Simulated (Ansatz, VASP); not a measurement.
**BiTe: VASP beside Ansatz**

File INCAR:

```
SYSTEM = BiTe
ALGO = Normal ; EDIFF = 1E-6
ENCUT = 520 ; ISIF = 2
ISMEAR = -1 ; LASPH = .TRUE.
LCHARG = .FALSE. ; LREAL = .FALSE.
LWAVE = .FALSE. ; NBANDS = 18
NELM = 80 ; PREC = Accurate
SIGMA = 0.08
```

KPOINTS

```
k-points
0
G
  10 10 10
  0 0 0
```

Contents of POSCAR:

```
BiTe
1.0
    0.0000000000      3.1689610617      3.1689610617
    3.1689610617      0.0000000000      3.1689610617
    3.1689610617      3.1689610617      0.0000000000
Bi Te
1 1
Direct
    0.0000000000      0.0000000000      0.0000000000
    0.5000000000      0.5000000000      0.5000000000
```

Input for Ansatz:

```yaml
crystal:
  lattice:
    - [0.0, 3.1689610617, 3.1689610617]
    - [3.1689610617, 0.0, 3.1689610617]
    - [3.1689610617, 3.1689610617, 0.0]
  atoms:
    - { symbol: Bi, position: [0.0, 0.0, 0.0] }
    - { symbol: Te, position: [0.5, 0.5, 0.5] }
kpoints:
  mp_grid: { grid: [10, 10, 10] }
  band_path:
    path:
      - [0.0, 0.0, 0.0]
      - [0.5, 0.0, 0.5]
      - [0.625, 0.25, 0.625]
      - [0.375, 0.375, 0.75]
      - [0.0, 0.0, 0.0]
      - [0.5, 0.5, 0.5]
      - [0.5, 0.25, 0.75]
      - [0.5, 0.0, 0.5]
    npoints: 5
scf:
  occupations: { method: fermi_dirac, width: 0.08 }
hamiltonian:
  xc: lda
  pseudopotentials: { kind: all_electron, lapw: { basis_error: 0.0005 } }
output:
  forces: true
  stress: true
  eigenvalues: true
```

Change from the starting cell: volume scaled by 0.94.

Alike in both runs: task single point; functional LDA; k mesh 10 × 10 × 10; occupations fermi-dirac, width 0.08 eV; no spin polarisation.

|  | VASP | Ansatz |
| --- | --- | --- |
| version | VASP 6.6.1 | Ansatz 0.2.0 |
| potentials or method | VASP PAW LDA potentials, release 64 (Bi_d, Te) | all-electron LAPW, scalar-relativistic |
| plane-wave cutoff (eV) | 520 | see its input |

|  | VASP | Ansatz | Ansatz less VASP |
| --- | --- | --- | --- |
| pressure (GPa) | 0.4 | 0.4 | -0.05 |

Ansatz ran all-electron here, so the differences hold the error of VASP's frozen core and of both bases.

Caveats: spin-orbit coupling is left out, which moves the levels of the heavy elements.
